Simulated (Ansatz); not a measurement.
# AgBr (Fm-3m), elastic constants by finite strains: input and output

Level of theory: PBEsol, PAW on Ansatz 0.2.0's default frozen-core files (fitted under PBE), scalar-relativistic.

Cell and atoms were relaxed beforehand by PAW with this functional.

Command:

```sh
ansatz run input.yaml --threads 1 --pin off --max-ram 2048MiB --backend cpu --events-out ev --progress --plain --runs-dir out
```

Input file:

```yaml
crystal:
  lattice:
    - [0.0, 2.83769502951, 2.83769502951]
    - [2.83769502951, 0.0, 2.83769502951]
    - [2.83769502951, 2.83769502951, 0.0]
  atoms:
    - { symbol: Ag, position: [0.0, 0.0, 0.0] }
    - { symbol: Br, position: [0.5, 0.5, 0.5] }
kpoints:
  mp_grid: { grid: [6, 6, 6] }
scf:
  occupations: { method: fixed }
hamiltonian:
  xc: pbesol
  pseudopotentials: { kind: paw }
elastic:
  mode: relaxed_ion
  stencil: two_point
  amplitude: 0.003
```

Output:

```
Warning: RAYON_NUM_THREADS=1 ignored (pool sized by the plan → 1); use --threads N
Engine: ansatz 0.2.0, x86_64-unknown-linux-gnu
Pseudopotentials: kind: paw
Pseudopotential: Ag, paw, valence charge 19, recommended cutoff 420 eV (normal), Ag.paw.azcp
Pseudopotential: Br, paw, valence charge 7, recommended cutoff 420 eV (normal), Br.paw.azcp
Functional definition: PBEsol
  exchange = pbesol_x
  correlation = pbesol_c
Crystal: 2 atoms, lattice volume = 45.701 Å³
Basis set: ecut = 420 eV, 893 PW (Γ), exchange–correlation on 54×54×54 points (8 copies of the dense FFT grid, shifted against one another)
Bands: 17, of which v1, the nominal top of the filled ones, is band 13 counted from 1 (12 counted from 0)
Symmetry: 48 space group operations
Space group: Fm-3m (ITA 225), of the structure as read, at distance tolerance 3.6e-5 Å
k-points: 16 of 216
Non-local potential: Ag, projectors of the file, l = 0: 3, l = 1: 2, l = 2: 2, l = 3: 1
Non-local potential: Br, projectors of the file, l = 0: 2, l = 1: 2, l = 2: 2
PAW form: soft (Blöchl's): semilocal exchange-correlation on the pseudo side does not see the compensation charge
PAW frozen core: Ag, regenerated for the run's functional, and the local potential with it (the file was generated under x = pbe(κ = 0.804, μ = 0.2195149727645171), c = pbe(β = 0.06672455060314922))
PAW frozen core: Br, regenerated for the run's functional, and the local potential with it (the file was generated under x = pbe(κ = 0.804, μ = 0.2195149727645171), c = pbe(β = 0.06672455060314922))
PAW one-centre angular grid: Ag, 590 points (default); XC on 64 Gauss nodes
PAW one-centre angular grid: Br, 110 points (default); XC on 64 Gauss nodes
Initial density: superposition of atomic densities (neutral atoms: chi_scale 0, normalization atom), corrected by the library's trained network
Initial wavefunctions: pseudopotential atomic-orbital guess
Functional: x = pbesol(κ = 0.804, μ = 0.12345679012345678), c = pbesol(β = 0.046)
[... 71 lines left out ...]
  E_vpaw       = -427.973103  (= ΣTr[D̂ρ^β])
  E_aug_tail   = 0.000306  (compensation charges beyond the density's cutoff)
  E_ewald      = -2752.442476
  E_core_change = 0.415009  (= ΣΔE_core)
  E_smearing   = -0.000000  (= −TS)
  E_closure    = -0.000000  (closes the sum)
  Σ components = -10259.249394   (vs F -10259.249394, Δ=0.00e0)
--- Forces (eV/Å), atoms counted from 1 ---
  atom   1  Ag    -0.00000000     0.00000000    -0.00000000
  atom   2  Br     0.00000000    -0.00000000    -0.00000000
  max |Σ_I F_I| component: 7.72e-30 eV/Å
--- Stress (GPa, compression-positive) ---
       -0.006228      -0.000000       0.000000
       -0.000000      -0.006228       0.000000
        0.000000      -0.000000      -0.006228
  P = ⅓ Tr σ = -0.0062 GPa (-0.062 kbar)
--- Elastic constants: 2 strain directions × 2 members + reference (group order 48) ---
  dense FFT box of the reference and of every strained cell: 27×27×27
  strains applied: 11, 23; error gains: componentwise 1.00 (the most a stress slope's error grows in a printed constant), spectral 1.73 (1 for all six strains in a standard setting)
  C = ∂σ_k/∂η_j (tension-positive GPa; Voigt order 11 22 33 23 13 12):
        77.635     39.656     39.656     -0.000     -0.000     -0.000
        39.656     77.635     39.656      0.000     -0.000      0.000
        39.656     39.656     77.635     -0.000      0.000      0.000
         0.000      0.000      0.000      6.919     -0.000     -0.000
        -0.000     -0.000      0.000     -0.000      6.919      0.000
         0.000     -0.000      0.000     -0.000     -0.000      6.919
  reference stress σ⁰ (GPa):      0.006      0.006      0.006     -0.000     -0.000      0.000
  C* (energy form; C + prestress term) asymmetry max|C*_kj − C*_jk| = 7.105e-15 GPa — a small one proves nothing (zero by symmetry where the batch's group is 432, −43m or m−3m); a large one is finite-difference/SCF noise where ...
  moduli (Voigt/Reuss/Hill, GPa): K = 52.32/52.32/52.32   G = 11.75/9.28/10.51   E = 29.56   ν = 0.406
  mechanically stable: yes (min eigenvalue of sym C = 6.92 GPa)
  strain η (Voigt 11):  stress-route row diagonal C_11 = 77.64 GPa, energy-path curvature d²(F+E_count+ΔE)/dδ²/Ω₀ = 77.61 GPa
         δ    σ_11 (GPa)             F (eV)   n_scf  n_hpsi   n_pw
    -3.000e-3      -0.2315      -10259.2492995       7    9592    911   relax 0 steps, max|allowed force component| 5.42e-31 eV/Å
     3.000e-3       0.2343      -10259.2492957       6    8324    926   relax 0 steps, max|allowed force component| 1.18e-30 eV/Å
  strain η (Voigt 23):  stress-route row diagonal C_44 = 6.92 GPa, energy-path curvature d²(F+E_count+ΔE)/dδ²/Ω₀ = 6.91 GPa
         δ    σ_23 (GPa)             F (eV)   n_scf  n_hpsi   n_pw
    -3.000e-3      -0.0208      -10259.2493842       7   14128    911   relax 0 steps, max|allowed force component| 2.47e-30 eV/Å
     3.000e-3       0.0208      -10259.2493842       5   11471    911   relax 0 steps, max|allowed force component| 1.58e-30 eV/Å
```

The calculation finished and met its thresholds.

**Elastic constants**

Elastic constants of a crystal by Kohn-Sham DFT: slopes of the stress over finite engineering strains of the given cell, Voigt indices, Cartesian axes as in the input.

```json
{"Pressure at rest": "-0.006 GPa", "Least elastic eigenvalue": "6.92 GPa", "Elastically stable": "yes"}
```

```tsv
index	elastic (GPa)
11	77.64
12	39.66
44	6.92
```

Strained cells:

Stress of each strained cell less that at rest, tension positive.

| strain component | strain | stress xx (GPa) | stress yy (GPa) | stress zz (GPa) | stress yz (GPa) | stress xz (GPa) | stress xy (GPa) | relaxation steps |
| --- | --- | --- | --- | --- | --- | --- | --- | --- |
| xx | -0.003 | -0.2378 | -0.1201 | -0.1201 | 0 | 0 | 0 | 0 |
| xx | 0.003 | 0.2281 | 0.1178 | 0.1178 | 0 | 0 | 0 | 0 |
| yz | -0.003 | 0.0001 | 0 | 0 | -0.0208 | 0 | 0 | 0 |
| yz | 0.003 | 0.0001 | 0 | 0 | 0.0208 | 0 | 0 | 0 |

**Elastic moduli**

Hill averages of a grain aggregate, Debye temperature from the mean sound speed over directions.

| Item | Value |
| --- | --- |
| Bulk modulus | 52.32 GPa |
| Shear modulus | 10.51 GPa |
| Young modulus | 29.56 GPa |
| Poisson ratio | 0.4058 |
| Bulk over shear modulus | 4.976 |
| Elastic anisotropy index | 1.331 |
| Least young modulus | 19.88 GPa |
| Largest young modulus | 50.82 GPa |
| Longitudinal sound speed | 3118 m/s |
| Transverse sound speed | 1241 m/s |
| Elastic debye temperature | 144.6 K |
| Linear compressibility (x, y, z) | 6.372, 6.372, 6.372 1/TPa |
| Zener ratio | 0.3644 |
| Cauchy pressure | 32.74 GPa |

Limits of these numbers: frozen-core PAW files fitted under PBE, their cores solved anew for the functional of the run.

It took 7.2 s on 1 thread of Intel(R) Xeon(R) Platinum 8375C CPU @ 2.90GHz (Ice Lake), on a shared host, peak memory 0.37 GiB.
